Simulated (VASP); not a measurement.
Set up this calculation in VASP 6.6.1, as the native input.

```
Task                   : single point
Functional             : PBE
Potentials or basis    : VASP PAW PBE potentials, release 64 (Os)
Cutoff                 : 520 eV
k mesh                 : 9 × 9 × 8
Occupations            : gaussian, width 0.1 eV
Spin                   : no spin polarisation
Dipole correction      : no
Further INCAR settings : ALGO = Normal; EDIFF = 1e-06; NBANDS = 10
```

The structure of Os lies in POSCAR:

```
Os
1.0
    2.7065340061      0.0000000000      0.0000000000
   -1.3532670031      2.3439272055      0.0000000000
    0.0000000000      0.0000000000      2.4854960619
Os
1
Direct
    0.0000000000      0.0000000000      0.0000000000
```

The cell was built by a generator and needn't be a form met in nature.

The input as run:

INCAR

```
SYSTEM = Os
PREC = Accurate
ENCUT = 520
EDIFF = 1E-6
ISMEAR = 0
SIGMA = 0.1
LREAL = .False.
LASPH = .True.
NELM = 80
ALGO = Normal
ISIF = 2
LWAVE = .False.
LCHARG = .False.
GGA = PE
NBANDS = 10
```

KPOINTS

```
regular mesh
0
Gamma
  9 9 8
  0 0 0
```

Potentials or basis: VASP PAW PBE potentials, release 64 (Os).

Launch:

```sh
$ cat potpaw_PBE.64/Os/POTCAR > POTCAR
$ mpirun -np 1 vasp_std > vasp.out
```

Results of the run:

| Property | Result |
| --- | --- |
| Pressure | -0.2 GPa |
| Band gap on the k mesh | none (metal or under the smearing width) |

Wall time 6.2 s on 1 thread of Intel(R) Xeon(R) Platinum 8488C (Sapphire Rapids), with other jobs on the host, peak memory 0.12 GiB.
